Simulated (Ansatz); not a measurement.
## CsH: band structure with PBE0

The system is CsH.

```
Cs H
1.0
     0.00000    3.18800    3.18800
     3.18800    0.00000    3.18800
     3.18800    3.18800    0.00000
Cs H
1 1
Cartesian
  0.0000 0.0000 0.0000
  3.1880 3.1880 3.1880
```

```
Program                             : Ansatz 0.2.0
Task                                : band structure
Functional                          : PBE0
Potentials or basis                 : Ansatz PAW
Cutoff                              : 420 eV (not typed: the program's choice for these potentials)
k mesh                              : 6 × 6 × 6
Occupations                         : fermi-dirac, width 0.05 eV
Spin                                : no spin polarisation
Path                                : [["G", "X", "W", "K", "G", "L", "U", "W", "L", "K"], ["U", "X"]]
Points for each segment of the path : 4
```

```
Pressure                : 0.1 GPa
Band gap on the k mesh  : 3.97 eV, direct
Band gap along the path : 3.97 eV, direct
```

Levels at the corners of the path, in eV from the valence-band top:
```
point  band 2  band 3  band 4  band 5  band 6  band 7  band 8  band 9
    Γ   -8.33   -8.33   -8.33   -1.82    7.10    7.10    7.10    7.74
    X   -9.08   -8.62   -8.62   -1.25    4.93    7.40   10.05   10.07
    W   -8.85   -8.85   -8.67   -0.79    5.98    5.98    7.02   10.42
    K   -8.95   -8.84   -8.55   -0.82    5.22    6.64    8.14    8.61
    Γ   -8.33   -8.33   -8.33   -1.82    7.10    7.10    7.10    7.74
    L   -9.24   -8.43   -8.43    0.00    3.97    6.60    6.60    9.06
    U   -8.95   -8.84   -8.55   -0.82    5.22    6.64    8.14    8.61
    W   -8.85   -8.85   -8.67   -0.79    5.98    5.98    7.02   10.42
    L   -9.24   -8.43   -8.43    0.00    3.97    6.60    6.60    9.06
    K   -8.95   -8.84   -8.55   -0.82    5.22    6.64    8.14    8.61
    U   -8.95   -8.84   -8.55   -0.82    5.22    6.64    8.14    8.61
    X   -9.08   -8.62   -8.62   -1.25    4.93    7.40   10.05   10.07
```

It took 50 s on 1 × NVIDIA H100 80GB HBM3 with 2 threads of AMD EPYC 7R13 Processor (Zen 3), with other jobs on the host, peak memory 2.6 GiB.

Caveat: spin-orbit coupling is left out, which moves the levels of the heavy elements; the PAW data sets come from PBE, with cores solved anew for the run's functional, which leaves a small shift of forces and pressure; the thresholds are loose for stress.
